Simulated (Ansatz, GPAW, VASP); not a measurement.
## Sr: programs and potentials compared

```
Sr
1.0
     0.00000    3.04235    3.04235
     3.04235    0.00000    3.04235
     3.04235    3.04235    0.00000
Sr
1
Direct
  0.00000 0.00000 0.00000
```

Alike in all runs: task single point; functional PBEsol; k mesh 8 × 8 × 8; occupations gaussian, width 0.05 eV; no spin polarisation; no spin-orbit coupling. Pressure is positive in compression and, in plane waves, holds the error of the finite cutoff, which Ansatz's Pulay term estimates and takes out.

| program and potentials | plane-wave cutoff (eV) | notes | band gap (eV) | pressure (GPa) |
| --- | --- | --- | --- | --- |
| Ansatz, Ansatz PAW | 420 | potentials made for PBE, which Ansatz adapts in part | no gap | -0.95 |
| VASP, PBE PAW files Sr_sv, 520 eV | 520 | potentials made for PBE | ? | ? |
| GPAW, PAW data sets generated for this functional | 600 | - | no gap | -0.90 |

Problem. Estimate from the other rows what the run with VASP, PBE PAW files Sr_sv, 520 eV gave.

Solution. No band gap; pressure -0.94 GPa. The other rows, which needn't bracket it: pressure -0.95 to -0.90.
